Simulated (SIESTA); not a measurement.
The system is ZnS.

```
CELL_PARAMETERS angstrom
0.00000 2.70200 2.70200
2.70200 0.00000 2.70200
2.70200 2.70200 0.00000
ATOMIC_POSITIONS crystal
Zn 0.75000 0.75000 0.75000
S 0.00000 0.00000 0.00000
```

Base run:

* Program: SIESTA 5.4.2
* Functional: PBE
* Potentials or basis: PseudoDojo 0.4 standard (PBE files)
* Basis: TZP (energy shift 0.002 Ry)
* Grid cutoff: 800 Ry
* Energy shift: 0.002 Ry
* k mesh: 9 × 9 × 9
* Occupations: fermi-dirac, width 0.05 eV
* Spin: no spin polarisation

Its results: band gap on the k mesh 2.50 eV, direct; pressure 3.3 GPa.

**Question.** The run is repeated on the same cell with these changes: basis from TZP (energy shift 0.002 Ry) to TZP (energy shift 0.01 Ry); energy shift from 0.002 Ry to 0.01 Ry. What comes out?

**Answer.** Band gap on the k mesh 2.33 eV, direct; pressure -0.3 GPa.

Caveats: semicore shells carry a single zeta, which can move pressures by several GPa and volumes by a few percent; the valence orbitals were made in a potential fitted to the semicore shell under them, which widens gaps by tenths of an eV or more; the basis of atomic orbitals isn't converged, which shifts pressures, moduli and gaps.
